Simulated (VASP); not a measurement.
Write the native input for VASP 6.6.1 that does the following.

```yaml
Task: relaxation of cell and atoms
Functional: r2SCAN
Dispersion: rVV10
Potentials_or_basis: VASP PAW PBE potentials, release 64 (Ni)
Cutoff: 600 eV
k_mesh: 20 × 20 × 20
Occupations: gaussian, width 0.1 eV
Spin: collinear spin, ferromagnetic start
Starting_moments: "[1.0] μB"
Further_INCAR_settings: ALGO = Normal; EDIFF = 1e-07; IBRION = 2; EDIFFG = -0.005; NSW = 90; ISIF = 3
```

The structure of Ni lies in POSCAR:

```
Ni
1.0
    0.0000000000      1.7756500000      1.7756500000
    1.7756500000      0.0000000000      1.7756500000
    1.7756500000      1.7756500000      0.0000000000
Ni
1
Direct
    0.0000000000      0.0000000000      0.0000000000
```

The input as run:

INCAR

```
SYSTEM = Ni
ALGO = Normal ; BPARAM = 11.95
CPARAM = 0.0093 ; EDIFF = 1E-7
EDIFFG = -0.005 ; ENCUT = 600
IBRION = 2 ; ISIF = 3
ISMEAR = 0 ; ISPIN = 2
IVDW_NL = 2 ; LASPH = .TRUE.
LCHARG = .FALSE. ; LMAXMIX = 4
LMIXTAU = .TRUE. ; LORBIT = 11
LREAL = .FALSE. ; LUSE_VDW = .TRUE.
LWAVE = .FALSE. ; MAGMOM = 1
METAGGA = R2SCAN ; NELM = 150
NSW = 90 ; PREC = Accurate
SIGMA = 0.1
```

KPOINTS

```
k-points
0
G
  20 20 20
  0 0 0
```

Potentials or basis: VASP PAW PBE potentials, release 64 (Ni).

Command:

```bash
$ cat potpaw_PBE.64/Ni/POTCAR > POTCAR
$ mpirun -np 1 vasp_std > vasp.out
```

Results of the run:

The relaxed volume is 10.43 Å³/atom, the relaxed cell is a = 2.453 Å, b = 2.453 Å, c = 2.453 Å, α = 60.00°, β = 60.00°, γ = 60.00° and the space group after relaxing (to 0.05 Å) is Fm-3m (No. 225). The energy gained by relaxing is 33.4 meV/atom, the ionic steps are 5 and the pressure after relaxing is -0.1 GPa. The band gap on the k mesh is none (metal or under the smearing width), the net moment is 0.72 μB per cell and the site moments are Ni +0.74 μB. The valence electrons inside the program's atomic spheres are Ni 9.42.

Caveat: the PAW data sets were made with another functional, which shifts forces and pressure a little.

It took 8.2 min on 1 thread of Intel(R) Xeon(R) 6975P-C (Granite Rapids), on a shared host, peak memory 0.24 GiB.
